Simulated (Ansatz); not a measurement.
# AlPt (Pm-3m) in Ansatz: a series of runs

Runs on AlPt. Level: LDA. Tasks: single point, equation of state.

Program: Ansatz 0.2.0. These are calculated values, not measurements. Logs are shortened: lines on timing, memory, paths and dates and some standing lists are left out, and cuts for length are marked.

### Step 1. The structure

Symmetry: Pm-3m, No. 221, cubic system. Conventional cell: a = 3.092 Å, b = 3.092 Å, c = 3.092 Å, α = 90.00°, β = 90.00°, γ = 90.00°. Pt (site symmetry m-3m) has 8 Al at 2.68 Å as nearest neighbours. Al (site symmetry m-3m) is surrounded by 8 Pt at 2.68 Å.

Measurements of this composition are mostly on another form, of space group No. 198.

### Step 2. Single point, LDA, 13.89 Å³/atom (volume scaled by 0.94)

Input file input.yaml:

```yaml
crystal:
  lattice:
    - [3.0284355161, 0.0, 0.0]
    - [0.0, 3.0284355161, 0.0]
    - [0.0, 0.0, 3.0284355161]
  atoms:
    - { symbol: Pt, position: [0.5, 0.5, 0.5] }
    - { symbol: Al, position: [0.0, 0.0, 0.0] }
kpoints:
  mp_grid: { grid: [9, 9, 9] }
scf:
  occupations: { method: fermi_dirac, width: 0.05 }
hamiltonian:
  xc: lda
  pseudopotentials: { kind: all_electron, lapw: { basis_error: 0.001 } }
output:
  forces: true
  stress: true
  eigenvalues: true
```

Potentials or basis: all-electron LAPW, scalar-relativistic.

On the command line:

```sh
$ ansatz run input.yaml --threads 1 --pin off --max-ram 3072MiB --backend cpu --events-out ev --progress --plain --runs-dir out
```

The log of the run:

```text
Warning: RAYON_NUM_THREADS=1 ignored (pool sized by the plan → 1); use --threads N
LAPW: plane waves up to 7.965 Å⁻¹, error target 1.0e-3 eV per atom; small_component_spin mean_spin; Al in spheres of 1.169 Å, 11 of its electrons in bands, Dirac shells []; Pt in spheres of 1.454 Å, 42 of its electrons in bands, Dirac shells [] (how accurate: hamiltonian.pseudopotentials.lapw.basis_error, Limitations)
Engine: ansatz 0.2.0, x86_64-unknown-linux-gnu
Pseudopotentials: kind: all_electron
Pseudopotential: Pt, LAPW, valence charge 42, lapw/all_electron/scalar/gaussian/Pt, Koelling and Harmon's equation, gaussian nucleus
Pseudopotential: Al, LAPW, valence charge 11, lapw/all_electron/scalar/gaussian/Al, Koelling and Harmon's equation, gaussian nucleus
Functional definition: SPW92
  exchange = slater_x
  correlation = pw_c
Crystal: 2 atoms, lattice volume = 27.775 Å³
Basis set: ecut = 241.729257834753 eV, 251 PW (Γ), exchange–correlation at level 2
Bands: 32, of which v1, the nominal top of the filled ones, is band 27 counted from 1 (26 counted from 0)
Symmetry: 48 space group operations
Space group: Pm-3m (ITA 221), of the structure as read, at distance tolerance 3.0e-5 Å
k-points: 35 of 729
Non-local potential: Pt, projectors of the file, none
Non-local potential: Al, projectors of the file, none
Initial density: superposition of atomic densities (chi_scale 0.1, normalization cell, long waves kept (reshape's long-wave potential 0.00 eV rms))
Initial wavefunctions: plane waves of lowest kinetic energy (no species holds an atomic orbital)
Functional: x = slater, c = lda
iter 1 solved again at ethr=2.06e-4 eV; its pass at ethr=1.00e-1 eV (dr2=1.09e-1 eV) is discarded
SCF iter   1: F=—  HF=-507264.874305 eV  |F-HF|=—  |Δ(HF+E_count)|=         —  Δρ=2.61e-2  dr2=1.10e-1  ethr=2.06e-4  ⟨swp⟩=2.9  Hψ=7247  notcnv=0
preconditioner: auto → Kerker (q_TF=auto, 3.039 Å⁻¹)  [metal: Δε(μ)=0.026 eV  Ē_g=11.494 eV  σ=0.050 eV  W_gap=0.13  n_scr=18 (ndim 8)  ℏωp=25.4 eV  f_vac=0.000  D(μ)=1.25/eV (n_scr^D=6)]
SCF iter   2: F=—  HF=-507264.557934 eV  |F-HF|=—  |Δ(HF+E_count)|=   3.16e-1  Δρ=2.06e-2  dr2=1.97e-1  ethr=2.06e-4  ⟨swp⟩=3.0  Hψ=3583  notcnv=0
preconditioner: auto → Resta (q_TF=auto, 3.039 Å⁻¹)  ε∞=5.4  [insulator: Δε(μ)=0.140 eV  Ē_g=12.128 eV  σ=0.050 eV  W_gap=0.54  n_scr=18 (ndim 8)  ℏωp=25.4 eV  f_vac=0.000  D(μ)=0.63/eV (n_scr^D=0)  ε∞_Penn≈5.4]
SCF iter   3: F=—  HF=-507264.371794 eV  |F-HF|=—  |Δ(HF+E_count)|=   1.86e-1  Δρ=1.08e-2  dr2=4.12e-2  ethr=2.06e-4  ⟨swp⟩=2.0  Hψ=3221  notcnv=0
SCF iter   4: F=—  HF=-507264.354830 eV  |F-HF|=—  |Δ(HF+E_count)|=         —  Δρ=3.37e-3  dr2=4.58e-3  ethr=7.77e-5  ⟨swp⟩=2.0  Hψ=3356  notcnv=0
the basis was enlarged: its passes take 188.6 KiB over the memory plan, 1 of 1 planned eigensolver slots
SCF iter   5: F=—  HF=-507264.352823 eV  |F-HF|=—  |Δ(HF+E_count)|=   2.01e-3  Δρ=1.39e-3  dr2=6.39e-4  ethr=8.65e-6  ⟨swp⟩=2.0  Hψ=3204  notcnv=0
iter 6 solved again at ethr=5.33e-8 eV; its pass at ethr=1.21e-6 eV (dr2=2.82e-5 eV) is discarded
SCF iter   6: F=—  HF=-507264.352634 eV  |F-HF|=—  |Δ(HF+E_count)|=   1.89e-4  Δρ=2.74e-4  dr2=2.82e-5  ethr=5.33e-8  ⟨swp⟩=2.0  Hψ=5498  notcnv=0
SCF iter   7: F=—  HF=-507264.352620 eV  |F-HF|=—  |Δ(HF+E_count)|=   1.49e-5  Δρ=1.17e-4  dr2=4.80e-6  ethr=5.32e-8  ⟨swp⟩=2.0  Hψ=3204  notcnv=0
SCF iter   8: F=—  HF=-507264.352618 eV  |F-HF|=—  |Δ(HF+E_count)|=   1.99e-6  Δρ=3.39e-5  dr2=2.97e-7  ethr=9.06e-9  ⟨swp⟩=2.0  Hψ=3204  notcnv=0
SCF iter   9: F=-507264.352617 eV  HF=-507264.352617 eV  |F-HF|=5.82e-11  |Δ(HF+E_count)|=   1.68e-7  Δρ=7.17e-6  dr2=9.75e-9  ethr=5.61e-10  ⟨swp⟩=2.0  Hψ=3204  notcnv=0
SCF 1 converged in 9 iterations: F = -507264.352617 eV  dr2 = 9.75e-9
SCF converged after 9 iterations
Free energy (F): -507264.352617 eV
Harris-Foulkes:  -507264.352617 eV  (|F-HF|=5.82e-11)
Internal energy: -507264.345741 eV  (E = F + TS)
E sigma→0 (E₀):  -507264.349179 eV
Entropy (-TS):   -0.006876 eV (-3.438 meV/atom)
Fermi energy:    22.059048 eV
--- Per-component energies (eV) ---
  E_band       = -3990.534972
  E_kinetic    = 575010.380874
  E_xc         = -9898.353417
  E_electrostatic = -1072376.373198  (all electrons and nuclei)
  E_smearing   = -0.006876  (= −TS)
  E_closure    = 0.000000  (closes the sum)
  E_atoms      = -507250.720487  (free atoms, spherical and without spin; not in F)
  Σ components = -507264.352617   (vs F -507264.352617, Δ=0.00e0)
  Basis errors (estimates in eV, not in F): energy 2.7e-4 per atom: plane waves 2.4e-4 (1.2e-4 summed), levels above the bands 1.1e-67, relativity 6.6e-9, radial functions 2.8e-5, core shells 2.2e-8; eigenvalues (radial functions only) 2.2e-6; not estimated: angular momenta, meshes, grids; target (lapw.basis_error) 1.0e-3; muffin-tin radii Al 1.169 Å, Pt 1.454 Å
--- Forces (eV/Å), atoms counted from 1 ---
  atom   1  Pt     0.00000000     0.00000000     0.00000000
  atom   2  Al    -0.00000000     0.00000000     0.00000000
  max |Σ_I F_I| component: 2.63e-30 eV/Å
--- Stress (GPa, compression-positive) ---
        2.200117      -0.000000       0.000000
       -0.000000       2.200117       0.000000
        0.000000       0.000000       2.200117
  P = ⅓ Tr σ = 2.2001 GPa (22.001 kbar)
--- Band table (eV; the first three rows and the last of 35) ---
  k-point 0: bands = ["-281.4013", "-281.4013", "-281.4013", "-281.3880", "-281.3880", "-80.9406", "-77.0859", "-45.6259", "-45.6156", "-45.6156", "-45.6156", "-45.6073", "-45.6073", "-45.6073", "-43.1414", "-43.1414", "-43.1414", "-31.2135", "-31.2135", "-31.2135", "9.9448", "16.0036", "16.0036", "19.2764", "19.2764", "19.2764", "25.9982", "25.9982", "25.9982", "31.3924", "31.3924", "32.3409"]
  k-point 1: bands = ["-281.4013", "-281.4013", "-281.4013", "-281.3880", "-281.3880", "-80.9405", "-77.0856", "-45.6259", "-45.6156", "-45.6156", "-45.6156", "-45.6074", "-45.6073", "-45.6073", "-43.1421", "-43.1413", "-43.1413", "-31.2252", "-31.2126", "-31.2126", "10.1824", "16.0711", "16.0931", "19.0410", "19.0410", "19.3013", "24.7975", "26.4266", "26.4266", "30.9136", "31.8208", "33.5832"]
  k-point 2: bands = ["-281.4013", "-281.4013", "-281.4013", "-281.3880", "-281.3880", "-80.9404", "-77.0847", "-45.6259", "-45.6156", "-45.6155", "-45.6155", "-45.6076", "-45.6073", "-45.6073", "-43.1437", "-43.1411", "-43.1411", "-31.2547", "-31.2104", "-31.2104", "10.8694", "16.2208", "16.2497", "18.5268", "18.5268", "19.3654", "22.8832", "27.5174", "27.5174", "29.8578", "32.1417", "36.5374"]
  k-point 34: bands = ["-281.4013", "-281.4013", "-281.4013", "-281.3880", "-281.3880", "-80.9393", "-77.0774", "-45.6260", "-45.6153", "-45.6153", "-45.6153", "-45.6078", "-45.6078", "-45.6078", "-43.1461", "-43.1460", "-43.1460", "-31.2909", "-31.2908", "-31.2908", "15.0899", "15.2760", "15.2760", "20.3539", "20.3539", "22.3913", "23.1318", "24.0733", "24.0733", "27.7624", "28.6880", "28.6880"]
```

Wall time 8.8 s (1 thread of AMD EPYC 7R43 (Zen 3), shared host); peak memory 0.34 GiB.

What came out:

```yaml
Free_energy: -507264.3526 eV
Pressure: 2.2 GPa
Band_gap_on_the_k_mesh: none (metal or under the smearing width)
```

### Step 3. Single point, LDA, 14.18 Å³/atom (volume scaled by 0.96)

input.yaml: that of step 2 with these lines changed.

```diff
@@ -2,5 +2,5 @@
   lattice:
-    - [3.0284355161, 0.0, 0.0]
-    - [0.0, 3.0284355161, 0.0]
-    - [0.0, 0.0, 3.0284355161]
+    - [3.0497632294, 0.0, 0.0]
+    - [0.0, 3.0497632294, 0.0]
+    - [0.0, 0.0, 3.0497632294]
   atoms:
```

Potentials or basis: all-electron LAPW, scalar-relativistic.

On the command line:

```sh
$ ansatz run input.yaml --threads 1 --pin off --max-ram 3072MiB --backend cpu --events-out ev --progress --plain --runs-dir out
```

Run time: 12 s. Hardware: 1 thread of AMD EPYC 7R43 (Zen 3), shared host; peak memory 0.33 GiB.

Results (log left out):

- Free energy: -507264.3523 eV
- Pressure: -2.3 GPa
- Band gap on the k mesh: none (metal or under the smearing width)

### Step 4. Single point, LDA, 14.48 Å³/atom (volume scaled by 0.98)

input.yaml: that of step 3 with these lines changed.

```diff
@@ -2,5 +2,5 @@
   lattice:
-    - [3.0497632294, 0.0, 0.0]
-    - [0.0, 3.0497632294, 0.0]
-    - [0.0, 0.0, 3.0497632294]
+    - [3.0707967439, 0.0, 0.0]
+    - [0.0, 3.0707967439, 0.0]
+    - [0.0, 0.0, 3.0707967439]
   atoms:
```

On the command line:

```sh
$ ansatz run input.yaml --threads 1 --pin off --max-ram 3072MiB --backend cpu --events-out ev --progress --plain --runs-dir out
```

Wall time 11 s (1 thread of AMD EPYC 7R43 (Zen 3), shared host); peak memory 0.33 GiB.

Results (log left out):

- Free energy: -507264.3364 eV
- Pressure: -6.2 GPa
- Band gap on the k mesh: none (metal or under the smearing width)

### Step 5. Single point, LDA, 14.77 Å³/atom

input.yaml: that of step 4 with these lines changed.

```diff
@@ -2,5 +2,5 @@
   lattice:
-    - [3.0707967439, 0.0, 0.0]
-    - [0.0, 3.0707967439, 0.0]
-    - [0.0, 0.0, 3.0707967439]
+    - [3.091546, 0.0, 0.0]
+    - [0.0, 3.091546, 0.0]
+    - [0.0, 0.0, 3.091546]
   atoms:
```

On the command line:

```sh
$ ansatz run input.yaml --threads 1 --pin off --max-ram 3072MiB --backend cpu --events-out ev --progress --plain --runs-dir out
```

Wall time 11 s (1 thread of AMD EPYC 7R43 (Zen 3), shared host); peak memory 0.34 GiB.

Results (log left out):

```yaml
Free_energy: -507264.3068 eV
Pressure: -9.8 GPa
Band_gap_on_the_k_mesh: none (metal or under the smearing width)
```

### Step 6. Single point, LDA, 15.07 Å³/atom (volume scaled by 1.02)

input.yaml: that of step 5 with these lines changed.

```diff
@@ -2,5 +2,5 @@
   lattice:
-    - [3.091546, 0.0, 0.0]
-    - [0.0, 3.091546, 0.0]
-    - [0.0, 0.0, 3.091546]
+    - [3.1120204112, 0.0, 0.0]
+    - [0.0, 3.1120204112, 0.0]
+    - [0.0, 0.0, 3.1120204112]
   atoms:
```

Potentials or basis: all-electron LAPW, scalar-relativistic.

On the command line:

```sh
$ ansatz run input.yaml --threads 1 --pin off --max-ram 3072MiB --backend cpu --events-out ev --progress --plain --runs-dir out
```

Wall time 8 s (1 thread of AMD EPYC 7R43 (Zen 3), shared host); peak memory 0.34 GiB.

Results (log left out):

```yaml
Free_energy: -507264.2650 eV
Pressure: -12.9 GPa
Band_gap_on_the_k_mesh: none (metal or under the smearing width)
```

### Step 7. Single point, LDA, 15.36 Å³/atom (volume scaled by 1.04)

input.yaml: that of step 6 with these lines changed.

```diff
@@ -2,5 +2,5 @@
   lattice:
-    - [3.1120204112, 0.0, 0.0]
-    - [0.0, 3.1120204112, 0.0]
-    - [0.0, 0.0, 3.1120204112]
+    - [3.1322289022, 0.0, 0.0]
+    - [0.0, 3.1322289022, 0.0]
+    - [0.0, 0.0, 3.1322289022]
   atoms:
```

On the command line:

```sh
$ ansatz run input.yaml --threads 1 --pin off --max-ram 3072MiB --backend cpu --events-out ev --progress --plain --runs-dir out
```

It took 7.7 s on 1 thread of AMD EPYC 7R43 (Zen 3), shared host; peak memory 0.31 GiB.

Results (log left out):

```yaml
Free_energy: -507264.2123 eV
Pressure: -15.6 GPa
Band_gap_on_the_k_mesh: none (metal or under the smearing width)
```

### Step 8. Single point, LDA, 15.66 Å³/atom (volume scaled by 1.06)

input.yaml: that of step 7 with these lines changed.

```diff
@@ -2,5 +2,5 @@
   lattice:
-    - [3.1322289022, 0.0, 0.0]
-    - [0.0, 3.1322289022, 0.0]
-    - [0.0, 0.0, 3.1322289022]
+    - [3.1521799427, 0.0, 0.0]
+    - [0.0, 3.1521799427, 0.0]
+    - [0.0, 0.0, 3.1521799427]
   atoms:
```

On the command line:

```sh
$ ansatz run input.yaml --threads 1 --pin off --max-ram 3072MiB --backend cpu --events-out ev --progress --plain --runs-dir out
```

Wall time 10 s (1 thread of AMD EPYC 7R43 (Zen 3), shared host); peak memory 0.32 GiB.

It converged, with:

| Property | Result |
| --- | --- |
| Free energy | -507264.1502 eV |
| Pressure | -18.0 GPa |
| Band gap on the k mesh | none (metal or under the smearing width) |

### Step 9. Equation of state, LDA

Potentials or basis: all-electron LAPW, scalar-relativistic.

No new run: the results of the series are fitted here.

Results:

* Equilibrium volume: 14.03 Å³/atom
* Bulk modulus: 213 GPa
* Pressure derivative of the bulk modulus: 4.8

Energy against volume, from the lowest point:
| volume (Å³/atom) | energy (meV/atom) |
| --- | --- |
| 13.888 | 0.00 |
| 14.183 | 0.15 |
| 14.478 | 8.08 |
| 14.774 | 22.90 |
| 15.069 | 43.82 |
| 15.365 | 70.13 |
| 15.660 | 101.21 |

Spin-orbit coupling is left out, which matters for the levels of Pt.
